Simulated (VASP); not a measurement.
# Be (P6_3/mmc) in VASP: further runs

One crystal, Be, is run at these levels: r2SCAN; tasks: relaxation of shape and atoms at fixed volume.

All numbers are computed with VASP 6.6.1; they aren't measurements. Logs are shortened: lines on timing, memory, paths and dates and some standing lists are left out, and cuts for length are marked.

### Step 1. The undisturbed crystal

Symmetry: P6_3/mmc, No. 194, hexagonal system. The conventional cell has a = 2.285 Å, b = 2.285 Å, c = 3.584 Å, α = 90.00°, β = 90.00°, γ = 120.00°. Be (site symmetry -6m2) is surrounded by 12 Be at 2.23 to 2.29 Å.

### Step 2. Relaxation of shape and atoms at fixed volume, r2SCAN (a relaxed cell with its volume scaled by 0.94)

The input, INCAR:

```
SYSTEM = Be
ALGO = Normal ; EDIFF = 1E-7
EDIFFG = -0.01 ; ENCUT = 600
IBRION = 2 ; ISIF = 4
ISMEAR = 1 ; LASPH = .True.
LCHARG = .False. ; LMIXTAU = .True.
LREAL = .False. ; LWAVE = .False.
METAGGA = R2SCAN ; NELM = 80
NSW = 40 ; PREC = Accurate
SIGMA = 0.1
```

The input, KPOINTS:

```
k-points
0
Gamma
  18 18 10
  0 0 0
```

The input, POSCAR:

```
Be                                      
1.0
    2.2141970115      0.0000000000      0.0000000000
   -1.1070985058      1.9175508610      0.0000000000
    0.0000000000      0.0000000000      3.5054050375
  Be            
     2
Direct
     0.3333333332999970    0.6666666667000030    0.2500000000000000
     0.6666666667000030    0.3333333332999970    0.7500000000000000
```

Potentials or basis: VASP PAW PBE potentials, release 64 (Be).

The run is started by

```sh
$ cat potpaw_PBE.64/Be/POTCAR > POTCAR
$ mpirun -np 1 vasp_std > vasp.out
```

OUTCAR:

```text
SYSTEM = Be
   EDIFF = 1E-7
   EDIFFG = -0.01
   ENCUT = 600
   IBRION = 2
   ISIF = 4
   ISMEAR = 1
   LASPH = .True.
   LREAL = .False.
   METAGGA = R2SCAN
   NELM = 80
   NSW = 40
   PREC = Accurate

 ion  position               nearest neighbor table
   1  0.333  0.667  0.250-   2 2.17   2 2.17   2 2.17   2 2.17   2 2.17   2 2.17
   2  0.667  0.333  0.750-   1 2.17   1 2.17   1 2.17   1 2.17   1 2.17   1 2.17

  LATTYP: Found a hexagonal cell.
 ALAT       =     2.2141970115
 C/A-ratio  =     1.5831495659

  Lattice vectors:

 A1 = (   2.2141970115,   0.0000000000,   0.0000000000)
 A2 = (  -1.1070985058,   1.9175508610,   0.0000000000)
 A3 = (   0.0000000000,   0.0000000000,   3.5054050375)

Analysis of symmetry for initial positions (statically):
=====================================================================
 Subroutine PRICEL returns:
 Original cell was already a primitive cell.

 Routine SETGRP: Setting up the symmetry group for a
 hexagonal supercell.

 Subroutine GETGRP returns: Found 24 space group operations
 (whereof 12 operations were pure point group operations)
 out of a pool of 24 trial point group operations.

The static configuration has the point symmetry D_3d.
 The point group associated with its full space group is D_6h.

Analysis of symmetry for dynamics (positions and initial velocities):
=====================================================================
 Subroutine PRICEL returns:
 Original cell was already a primitive cell.

 Routine SETGRP: Setting up the symmetry group for a
 hexagonal supercell.

 Subroutine GETGRP returns: Found 24 space group operations
 (whereof 12 operations were pure point group operations)
 out of a pool of 24 trial point group operations.

The dynamic configuration has the point symmetry D_3d.
 The point group associated with its full space group is D_6h.

 Subroutine INISYM returns: Found 24 space group operations
 (whereof 12 operations are pure point group operations),
 and found     1 'primitive' translations

----------------------------------------------------------------------------------------

                                     Primitive cell

  volume of cell :      14.8834

  direct lattice vectors                    reciprocal lattice vectors
     2.214197012  0.000000000  0.000000000     0.451630995  0.260749277  0.000000000
    -1.107098506  1.917550861  0.000000000     0.000000000  0.521498553  0.000000000
     0.000000000  0.000000000  3.505405038     0.000000000  0.000000000  0.285273738

  length of vectors
     2.214197012  2.214197012  3.505405038     0.521498553  0.521498553  0.285273738

  position of ions in fractional coordinates (direct lattice)
     0.333333333  0.666666667  0.250000000
     0.666666667  0.333333333  0.750000000

  ion indices of the primitive-cell ions
   primitive index   ion index
                 1           1
                 2           2

----------------------------------------------------------------------------------------

 KPOINTS: k-points

Automatic generation of k-mesh.
 Grid dimensions read from file:
 generate k-points for:   18   18   10

 Generating k-lattice:

  Cartesian coordinates                     Fractional coordinates (reciprocal lattice)
     0.025090611  0.014486071  0.000000000     0.055555556 -0.000000000  0.000000000
     0.000000000  0.028972142  0.000000000     0.000000000  0.055555556  0.000000000
     0.000000000  0.000000000  0.028527374     0.000000000  0.000000000  0.100000000

  Length of vectors
     0.028972142  0.028972142  0.028527374

  Shift w.r.t. Gamma in fractional coordinates (k-lattice)
[... 57 lines left out ...]
   NFREE  =      1    steps in history (QN), initial steepest desc. (CG)
   ISIF   =      4    stress and relaxation
   ISYM   =      2    0-nonsym 1-usesym 2-fastsym
   POTIM  = 0.5000    time-step for ionic-motion
   TEBEG  =    0.0;   TEEND  =   0.0 temperature during run
   PSTRESS=    0.0 pullay stress
   NELECT =       4.0000    total number of electrons
   NUPDOWN=      -1.0000    fix difference up-down
   EMIN   =  10.00;   EMAX   =-10.00  energy-range for DOS
   EFERMI =   0.00;   METHOD = LEGACY
   ISMEAR =     1;   SIGMA  =   0.10  broadening in eV -4-tet -1-fermi 0-gaus
   EFERMI_NEDOS =   21; number of points for ismear=-14 and -15
   IALGO  =     38    algorithm
   IMIX   =      4    mixing-type and parameters
     AMIX     =   0.40;   BMIX     =  1.00
     AMIX_MAG =   1.60;   BMIX_MAG =  1.00
  volume/ion in A,a.u.               =       7.44        50.22
  Fermi-wavevector in a.u.,A,eV,Ry     =   1.056479  1.996457 15.186126  1.116149
  Thomas-Fermi vector in A             =   2.191717
   LORBIT       =      0    0 simple, 1 ext, 2 COOP (PROOUT), +10 PAW based schemes
   METAGGA = R2SCAN    functional components
   LHFCALC =     F    Hartree Fock is set to
   AEXX    =    0.0000 exact exchange contribution
   IVDW    =     0    specifies the selected vdW correction
   LEPSILON=     F    determine dielectric tensor
   LRPA    =     F    only Hartree local field effects (RPA)
 conjugate gradient relaxation of ions
 non-spin polarized calculation
 Methfessel and Paxton  Order N= 1 SIGMA  =   0.10
  energy-cutoff  :      600.00
  volume of cell :       14.88
 maximum number of plane-waves:       515
 NGX is ok and might be reduce to    18
   NGX =  9   NGY =  9   NGZ = 15

--------------------------------------- Ionic step        1  -------------------------------------------

 number of electron       4.0000000 magnetization

 Free energy of the ion-electron system (eV)
  ---------------------------------------------------
  ext. energy  EPLUGINS =         0.00000000
  ---------------------------------------------------
  free energy    TOTEN  =        -8.65324113 eV

  energy without entropy =       -8.65307271  energy(sigma->0) =       -8.65318499

------------------------ aborting loop because EDIFF is reached ----------------------------------------

  FORCE on cell =-STRESS in cart. coord.  units (eV):
  Direction    XX          YY          ZZ          XY          YZ          ZX
  --------------------------------------------------------------------------------------
  -------------------------------------------------------------------------------------
  Total        0.7610928      0.7610928      0.8450319     -0.0000000      0.0000000      0.0000000
  in kB       81.9307353     81.9307353     90.9666756     -0.0000000      0.0000000      0.0000000
  external PRESSURE =      84.9427154 kB  Pullay stress =       0.0000000 kB

 VOLUME and BASIS-vectors are now :
 -----------------------------------------------------------------------------
  energy-cutoff  :      600.00
  volume of cell :       14.88
      direct lattice vectors                 reciprocal lattice vectors
     2.214197012  0.000000000  0.000000000     0.451630995  0.260749277  0.000000000
    -1.107098506  1.917550861  0.000000000     0.000000000  0.521498553  0.000000000
     0.000000000  0.000000000  3.505405038     0.000000000  0.000000000  0.285273738

 POSITION                                       TOTAL-FORCE (eV/Angst)
 -----------------------------------------------------------------------------------
     -0.00000      1.27837      0.87635        -0.000000      0.000000      0.000000
      1.10710      0.63918      2.62905         0.000000     -0.000000      0.000000
 -----------------------------------------------------------------------------------
    total drift:                                0.000000     -0.000000      0.000000

  FREE ENERGIE OF THE ION-ELECTRON SYSTEM (eV)
  ---------------------------------------------------
  free  energy   TOTEN  =        -8.6532411333 eV

  energy  without entropy=       -8.6530727129  energy(sigma->0) =       -8.65318499

--------------------------------------- Ionic step        2  -------------------------------------------

 number of electron       4.0000000 magnetization

 Free energy of the ion-electron system (eV)
  ---------------------------------------------------
  ext. energy  EPLUGINS =         0.00000000
  ---------------------------------------------------
  free energy    TOTEN  =        -8.65329483 eV

  energy without entropy =       -8.65311790  energy(sigma->0) =       -8.65323586

 E-fermi :   7.8291     XC(G=0): -11.4739

 val. band max:        7.6973955050   @ k =   0.2778   0.2778   0.1000
 cond. band min:       7.8309072265   @ k =   0.3333   0.2778   0.3000
 fundamental gap:      0.1335117215
 Fermi energy:         7.8290617983

 k-point     1 :       0.0000    0.0000    0.0000
  band No.  band energies     occupation
      1      -4.9591      2.00000
      2       2.5726      2.00000
      3       8.7731     -0.00000
      4      25.9423      0.00000
      5      25.9423      0.00000
      6      29.0555      0.00000
[... 199 lines left out ...]
 k-point    24 :       0.3889    0.1111    0.0000
  band No.  band energies     occupation
      1       1.4942      2.00000
      2       5.5338      2.00000
      3      10.9274      0.00000
      4      13.8835      0.00000
      5      15.6877      0.00000
      6      16.2908      0.00000

 [... further k-points ...]

------------------------ aborting loop because EDIFF is reached ----------------------------------------

  FORCE on cell =-STRESS in cart. coord.  units (eV):
  Direction    XX          YY          ZZ          XY          YZ          ZX
  --------------------------------------------------------------------------------------
  -------------------------------------------------------------------------------------
  Total        0.7886131      0.7886131      0.7840471     -0.0000000      0.0000000      0.0000000
  in kB       84.8932592     84.8932592     84.4017303     -0.0000000      0.0000000      0.0000000
  external PRESSURE =      84.7294162 kB  Pullay stress =       0.0000000 kB

 VOLUME and BASIS-vectors are now :
 -----------------------------------------------------------------------------
  energy-cutoff  :      600.00
  volume of cell :       14.88
      direct lattice vectors                 reciprocal lattice vectors
     2.212703641 -0.000000000  0.000000000     0.451935804  0.260925258 -0.000000000
    -1.106351821  1.916257565  0.000000000     0.000000000  0.521850517 -0.000000000
     0.000000000  0.000000000  3.510138282    -0.000000000 -0.000000000  0.284889061

 POSITION                                       TOTAL-FORCE (eV/Angst)
 -----------------------------------------------------------------------------------
     -0.00000      1.27751      0.87753        -0.000000     -0.000000      0.000000
      1.10635      0.63875      2.63260         0.000000      0.000000      0.000000
 -----------------------------------------------------------------------------------
    total drift:                                0.000000     -0.000000      0.000000

  FREE ENERGIE OF THE ION-ELECTRON SYSTEM (eV)
  ---------------------------------------------------
  free  energy   TOTEN  =        -8.6532948345 eV

  energy  without entropy=       -8.6531178978  energy(sigma->0) =       -8.65323586

 reached required accuracy - stopping structural energy minimisation
```

Run time: 82 s. Hardware: 1 thread of Intel Xeon Platinum 8488C (Sapphire Rapids), shared host; peak memory 0.13 GiB.

Results:

| Property | Result |
| --- | --- |
| Free energy | -8.6533 eV |
| Energy gained by relaxing | 0.0 meV/atom |
| Ionic steps | 2 |
| Pressure after relaxing | 8.5 GPa |
| Band gap on the k mesh | none (metal or under the smearing width) |

Final structure:
```yaml
crystal:
  lattice:
    - [2.21270, 0.00000, 0.00000]
    - [-1.10635, 1.91626, 0.00000]
    - [0.00000, 0.00000, 3.51014]
  atoms:
    - { symbol: Be, position: [0.33333, 0.66667, 0.25000] }
    - { symbol: Be, position: [0.66667, 0.33333, 0.75000] }
```

Levels at points of the mesh, in eV from the Fermi level:
```
           k point  band 1  band 2  band 3  band 4  band 5  band 6
(0.00, 0.00, 0.00)  -12.79   -5.26    0.94   18.11   18.11   21.23
(0.50, 0.00, 0.00)   -5.80   -3.59    3.87    6.77    7.34   10.60
(0.00, 0.00, 0.50)  -10.42  -10.42   11.50   11.50   19.97   19.97
(0.50, 0.00, 0.50)   -4.24   -4.24    1.58    1.58   13.47   13.47
```

Caveat: the PAW data sets were made with another functional, which shifts forces and pressure a little.

### Step 3. Relaxation of shape and atoms at fixed volume, r2SCAN (a relaxed cell with its volume scaled by 0.96)

INCAR is that of step 2.

KPOINTS is that of step 2.

The input, POSCAR:

```
Be                                      
1.0
    2.2297904620      0.0000000000      0.0000000000
   -1.1148952310      1.9310551852      0.0000000000
    0.0000000000      0.0000000000      3.5300918018
  Be            
     2
Direct
     0.3333333332999970    0.6666666667000030    0.2500000000000000
     0.6666666667000030    0.3333333332999970    0.7500000000000000
```

Potentials or basis: VASP PAW PBE potentials, release 64 (Be).

The run is started by

```sh
$ cat potpaw_PBE.64/Be/POTCAR > POTCAR
$ mpirun -np 1 vasp_std > vasp.out
```

Run time: 81 s. Hardware: 1 thread of Intel Xeon Platinum 8488C (Sapphire Rapids), shared host; peak memory 0.13 GiB.

The run converged. Its results:

* Free energy: -8.6670 eV
* Energy gained by relaxing: 0.0 meV/atom
* Ionic steps: 2
* Pressure after relaxing: 5.4 GPa
* Band gap on the k mesh: none (metal or under the smearing width)

Final structure:
```
Be
1.0
     2.22885    0.00000    0.00000
    -1.11442    1.93024    0.00000
     0.00000    0.00000    3.53307
Be
2
Cartesian
  0.0000 1.2868 0.8833
  1.1144 0.6434 2.6498
```

Levels at points of the mesh, in eV from the Fermi level:
| k point | band 1 | band 2 | band 3 | band 4 | band 5 | band 6 |
| --- | --- | --- | --- | --- | --- | --- |
| (0.00, 0.00, 0.00) | -12.67 | -5.17 | 0.88 | 17.81 | 17.81 | 20.89 |
| (0.50, 0.00, 0.00) | -5.72 | -3.58 | 3.82 | 6.70 | 7.20 | 10.42 |
| (0.00, 0.00, 0.50) | -10.31 | -10.31 | 11.34 | 11.34 | 19.64 | 19.64 |
| (0.50, 0.00, 0.50) | -4.17 | -4.17 | 1.51 | 1.51 | 13.26 | 13.26 |

Caveat: the PAW data sets were made with another functional, which shifts forces and pressure a little.

(Part 1 of 2 ends here.)
